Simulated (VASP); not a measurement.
A run of VASP 6.6.1:

File INCAR:

```
SYSTEM = Be
PREC = Accurate
ENCUT = 520
EDIFF = 1E-7
ISMEAR = -1
SIGMA = 0.05
LREAL = .False.
LASPH = .True.
NELM = 60
ALGO = Fast
ISIF = 2
LWAVE = .False.
LCHARG = .False.
GGA = PE
NBANDS = 7
```

Contents of KPOINTS:

```
Automatic mesh
0
Gamma
  15 15 15
  0 0 0
```

File POSCAR:

```
Be
1.0
   -1.2447104902      1.2447104902      1.2447104902
    1.2447104902     -1.2447104902      1.2447104902
    1.2447104902      1.2447104902     -1.2447104902
Be
1
Direct
    0.0000000000      0.0000000000      0.0000000000
```

Potentials or basis: VASP PAW PBE potentials, release 64 (Be).

Command:

```console
$ cat potpaw_PBE.64/Be/POTCAR > POTCAR
$ mpirun -np 1 vasp_std > vasp.out
```

Hardware: 1 thread of AMD EPYC 7R43 64-Core Processor (Zen 3) (shared host).

Question: Estimate the wall time of this run.

Answer: It took 7.5 s on 1 thread of AMD EPYC 7R43 64-Core Processor (Zen 3), with other jobs on the host, peak memory 0.07 GiB. Counts: scf iterations 12, k points 120.
